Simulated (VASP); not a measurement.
Here is a VASP 6.6.1 calculation.

The input INCAR:

```
PREC = Accurate
ENCUT = 520
EDIFF = 1E-6
ISMEAR = 0
SIGMA = 0.02
LREAL = False
LASPH = True
NELM = 100
ALGO = Fast
ISIF = 2
LWAVE = False
LCHARG = True
GGA = PE
LELF = True
LVHAR = True
NBANDS = 55
```

The input KPOINTS:

```
Automatic mesh
0
Gamma
  6 6 6
```

The input POSCAR:

```
In2O3
1.0
    2.7877408612      1.6095029366      4.9189167015
   -2.7877408612      1.6095029366      4.9189167015
    0.0000000000     -3.2190058733      4.9189167015
In O
4 6
Direct
    0.1427757704      0.1427757704      0.1427757704
    0.3572242296      0.3572242296      0.3572242296
    0.8572242296      0.8572242296      0.8572242296
    0.6427757704      0.6427757704      0.6427757704
    0.5465832627      0.2500000000      0.9534167373
    0.2500000000      0.9534167373      0.5465832627
    0.9534167373      0.5465832627      0.2500000000
    0.4534167373      0.7500000000      0.0465832627
    0.0465832627      0.4534167373      0.7500000000
    0.7500000000      0.0465832627      0.4534167373
```

Potentials or basis: VASP PAW PBE potentials, release 64 (In_d, O).

Launch:

```bash
$ cat potpaw_PBE.64/In_d/POTCAR potpaw_PBE.64/O/POTCAR > POTCAR
$ mpirun -np 1 vasp_std > vasp.out
```

Question: What does it give for the band gap on the k mesh?

Answer: 0.96 eV, indirect (least direct gap 1.04 eV).

Question: What does it give for the largest force?

Answer: 0.016 eV/Å.

Forces in eV/Å, atoms in the order of the input:
```
In   0.000  0.000  0.016
In   0.000  0.000 -0.016
In   0.000  0.000 -0.016
In   0.000  0.000  0.016
O   -0.007 -0.012  0.000
O   -0.007  0.012  0.000
O    0.014  0.000  0.000
O    0.007  0.012  0.000
O   -0.014  0.000  0.000
O    0.007 -0.012  0.000
```

Caveat: spin-orbit coupling is left out, which moves the levels of the heavy elements. A k mesh can miss the band edges.
